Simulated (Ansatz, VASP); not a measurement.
# Sc: VASP beside Ansatz

POSCAR

```
Sc
1.0
    3.2912249500      0.0000000000      0.0000000000
   -1.6456124800      2.8502844200      0.0000000000
    0.0000000000      0.0000000000      5.3325723900
Sc
2
Direct
    0.3333333300      0.6666666700      0.2500000000
    0.6666666700      0.3333333300      0.7500000000
```

INCAR.step1

```
  ALGO = Normal
  EDIFF = 1E-4
  ENCUT = 520
  GGA = PE
  ISMEAR = 0
  LASPH = True
  LCHARG = False
  LREAL = False
  LWAVE = True
  NBANDS = 18
  NELM = 60
  PREC = Accurate
  SIGMA = 0.1
```

The input INCAR.step2:

```
  ALGO = Normal
  EDIFF = 1E-7
  ENCUT = 520
  ISIF = 2
  ISMEAR = 0
  ISTART = 1
  LASPH = True
  LCHARG = False
  LMIXTAU = True
  LREAL = False
  LWAVE = False
  METAGGA = R2SCAN
  NBANDS = 18
  NELM = 60
  PREC = Accurate
  SIGMA = 0.1
```

The input KPOINTS:

```
k-points
0
Gamma
  6 6 4
```

Input for Ansatz:

```yaml
crystal:
  lattice:
    - [3.29122495, 0.0, 0.0]
    - [-1.64561248, 2.85028442, 0.0]
    - [0.0, 0.0, 5.33257239]
  atoms:
    - { symbol: Sc, position: [0.33333333, 0.66666667, 0.25] }
    - { symbol: Sc, position: [0.66666667, 0.33333333, 0.75] }
basis:
  ecutwfc: 600.0
kpoints:
  mp_grid: { grid: [6, 6, 4] }
hamiltonian:
  xc: r2scan
  pseudopotentials: { kind: paw, azcp: { folder: soft_1 } }
scf:
  occupations: { method: gaussian, width: 0.1 }
output:
  forces: true
  stress: true
  eigenvalues: true
```

Alike in both runs: task single point; functional r2SCAN; k mesh 6 × 6 × 4; occupations gaussian, width 0.1 eV; no spin polarisation.

|  | VASP | Ansatz |
| --- | --- | --- |
| version | VASP 6.6.1 | Ansatz 0.2.0 |
| potentials or method | VASP PAW PBE potentials, release 64 (Sc_sv) | scalar-relativistic, plane waves, PAW |
| plane-wave cutoff (eV) | 520 | 600 |
| valence electrons in the cell | 22 | 22 |

```csv
,VASP,Ansatz,Ansatz less VASP
gap on the k mesh at the Fermi level (eV),none,none,-
pressure (GPa),0.0,-0.1,-0.12
largest component of the traceless stress (GPa),2.02,2.03,+0.009
```

A gap of «none» marks a metal or a gap that the smearing closes.

Caveats: the k mesh is coarse (spacing up to 0.37 Å⁻¹), so the values aren't converged; the PAW data sets were made with another functional, which shifts forces and pressure a little (VASP).
